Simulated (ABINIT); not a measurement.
A run of ABINIT 10.8.3 (patched build):

run.abi

```
# Datasets: ground state, then fixed potential
ndtset 2

# Pseudopotentials
pp_dirpath "./"
pseudos "Mo.GGA_PBE-JTH.xml, S.GGA_PBE-JTH.xml"

# Structure
acell 3*1.0 Angstrom
rprim
     3.2274645616     0.0000000000     0.0000000000
    -1.6137322808     2.7950663001     0.0000000000
     0.0000000000     0.0000000000     6.3124734200
ntypat 2
znucl 42 16
natom 3
typat 1 2 2
xred
     0.0000000000     0.0000000000     0.5000000000
     0.6666666667     0.3333333333     0.7446806800
     0.3333333333     0.6666666667     0.2553193200

# Plane-wave basis
ecut 544.227725 eV
pawecutdg 40.0

# Exchange and correlation
ixc -144130

# Bands and occupations
occopt 3
tsmear 0.05 eV

# SCF cycle
nstep 100

# Output
iomode 3
prtwf 0
prteig 0
prtebands 0
enunit 1
prtden1 1
prtvha1 1
prtvclmb1 1
prtpot1 1

# Dataset 1
kptopt1 1
ngkpt1 9 9 4
nshiftk1 1
shiftk1 0.0 0.0 0.0
nband1 17
tolvrs1 1.0e-9

# Dataset 2: bands along G-M-K-G-A-L-H-A
iscf2 -2
getden2 1
nband2 21
nbdbuf2 2
tolwfr2 1.0e-12
kptopt2 -7
ndivsm2 8
prteig2 1
prtvol2 -3
kptbounds2
     0.0000000000     0.0000000000     0.0000000000
     0.5000000000     0.0000000000     0.0000000000
     0.3333333333     0.3333333333     0.0000000000
     0.0000000000     0.0000000000     0.0000000000
     0.0000000000     0.0000000000     0.5000000000
     0.5000000000     0.0000000000     0.5000000000
     0.3333333333     0.3333333333     0.5000000000
     0.0000000000     0.0000000000     0.5000000000
```

Potentials or basis: JTH PAW PBE v2.0.

Run with:

```bash
$ abinit run.abi > log 2>&1
```

Hardware: 1 thread of Arm Neoverse V1, with other jobs on the host.

Task: Estimate the wall time of this run.

Result: Wall time 2.3 min on 1 thread of Arm Neoverse V1, with other jobs on the host, peak memory 0.16 GiB. Counts: scf iterations 13, mpi ranks 1, k points 43, bands 17, plane waves 1662.
